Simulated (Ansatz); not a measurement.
**Course of a relaxation: GePt**

A trial structure of GePt was built thus: random cell by space group and Wyckoff sites (Cmmm, No. 65). Its size is a rough estimate.

```
Ge Pt
1.0
     1.76002   -2.88559    0.00000
     1.76002    2.88559    0.00000
     0.00000    0.00000    4.25696
Ge Pt
1 1
Direct
  0.50000 0.50000 0.00000
  0.50000 0.50000 0.50000
```

Computed with Ansatz 0.2.0, DFT PBE, scalar-relativistic, plane waves, PAW. Cutoff 420 eV, Gaussian smearing, Γ-centred meshes. Cell and atoms relax first on a coarse mesh and then on a finer one. In between, the cell is made exact in the group found at 0.06 Å. In metals the finer mesh still leaves noise of several meV/atom or more. The steps can't lower the symmetry of their start. No spin polarisation.

Steps on the 6×6×4 mesh (2 atoms, 12 steps). The free energy counts from the last step; the plane-wave basis is renewed at times, which shifts energy and pressure.

```tsv
step	ΔF (meV/atom)	V (Å³/atom)	P (GPa)
1	1034.5	21.62	19.72
2	655.4	22.23	4.44
3	423.5	20.94	-0.76
4	259.7	19.46	-1.91
5	108.2	17.95	-0.27
6	31.5	17.76	-3.87
7	12.4	16.81	2.58
8	7.3	17.09	0.17
9	7.3	17.11	-0.04
10	0.6	17.11	0.67
11	0.0	17.18	0.03
12	0.0	17.18	0.02
```

The relaxed structure, after a last relaxation on the converged mesh:

```yaml
crystal:
  lattice:
    - [2.80587, 0.00000, 0.00000]
    - [-1.40293, 2.42995, 0.00000]
    - [0.00000, 0.00000, 5.08903]
  atoms:
    - { symbol: Ge, position: [0.00000, 0.00000, 0.00000] }
    - { symbol: Pt, position: [0.00000, 0.00000, 0.50000] }
```

The symmetry goes from Cmmm (No. 65) to P6/mmm (No. 191). The volume per atom shrinks by 19.8 %, from 21.6 to 17.3 Å³. The shortest distance goes from 2.13 Å (Ge–Pt) to 2.54 Å (Ge–Pt). The energy falls by about 1.0 eV/atom (the start's value is from the coarse mesh). The end is written in a standard setting, so origin, axes and order of atoms can differ from the start's. Around Ge lie 2 Pt at 2.54 Å and 6 Ge at 2.81 Å; Pt is surrounded by 2 Ge at 2.54 Å and 6 Pt at 2.81 Å.

```
Volume per atom                             : 17.35 Å³
Density                                     : 12.81 g/cm³
Energy over the elements                    : −0.02 eV/atom
Gap on the 24×24×12 mesh of the 2-atom cell : 0 eV (a metal)
```

The zero of energy is the elements' standard structures at the same level; no fitted shifts are applied.

The last run used Gaussian smearing of 0.10 eV. For metals, differences of a few meV/atom aren't resolved. Spin–orbit coupling, which can matter for Pt, is left out. Symmetry constrained the relaxation, so the result can be a saddle point. In all, the 3 runs took 52 s on 1 thread of Intel(R) Xeon(R) 6975P-C (Granite Rapids), on a shared host. Another cell of GePt relaxed alike, in Pnma (a cell as deposited in COD), lies 0.45 eV/atom lower, so this cell isn't the stable form at this level.
